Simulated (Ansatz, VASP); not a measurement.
## Two plane-wave programs on TiB

File INCAR:

```
PREC     = Accurate       # precision mode
ENCUT    = 520            # plane-wave cutoff, eV
EDIFF    = 1E-7           # SCF threshold, eV
ISMEAR   = 0              # smearing method
SIGMA    = 0.15           # smearing width, eV
LREAL    = False          # projectors in reciprocal space
LASPH    = True           # aspherical terms in the spheres
NELM     = 80             # most SCF steps
ALGO     = Normal         # electronic algorithm
ISIF     = 2              # what is computed and relaxed
LWAVE    = False          # write WAVECAR
LCHARG   = False          # write CHGCAR
GGA      = PS             # functional
NBANDS   = 14             # bands
```

Contents of KPOINTS:

```
regular mesh
0
Gamma
  20 20 20
```

The input POSCAR:

```
TiB
1.0
    0.0000000000      1.9959500000      1.9959500000
    1.9959500000      0.0000000000      1.9959500000
    1.9959500000      1.9959500000      0.0000000000
Ti B
1 1
Direct
    0.7500000000      0.7500000000      0.7500000000
    0.0000000000      0.0000000000      0.0000000000
```

Input for Ansatz:

```yaml
crystal:
  lattice:
    - [0.0, 1.99595, 1.99595]
    - [1.99595, 0.0, 1.99595]
    - [1.99595, 1.99595, 0.0]
  atoms:
    - { symbol: Ti, position: [0.75, 0.75, 0.75] }
    - { symbol: B, position: [0.0, 0.0, 0.0] }
basis:
  ecutwfc: 420
kpoints:
  mp_grid: { grid: [20, 20, 20] }
hamiltonian:
  xc: pbesol
scf:
  occupations: { method: gaussian, width: 0.15 }
output:
  forces: true
  stress: true
  eigenvalues: true
```

Change from the starting cell: strain -0.050 along x and y, -0.050 along z, atoms carried along.

Alike in both runs: task single point; functional PBEsol; k mesh 20 × 20 × 20; occupations gaussian, width 0.15 eV; no spin polarisation.

```csv
,VASP,Ansatz
version,VASP 6.6.1,Ansatz 0.2.0
potentials or method,"VASP PAW PBE potentials, release 64 (Ti_sv, B)","scalar-relativistic, plane waves, PAW"
plane-wave cutoff (eV),520,420
valence electrons in the cell,15,15
```

|  | VASP | Ansatz | Ansatz less VASP |
| --- | --- | --- | --- |
| gap on the k mesh at the Fermi level (eV) | none | none | - |
| pressure (GPa) | 191.3 | 192.0 | +0.69 |

A gap of «none» marks a metal or a gap that the smearing closes. The functional is the same, so the differences come from potentials, cutoffs and numerics.

Caveats: the cell as given lies far from equilibrium; so large a pressure means that the cell lies far from this level's equilibrium, or that cutoff or potentials fall short (VASP); the potentials were made for another functional, which shifts forces and pressure (VASP).
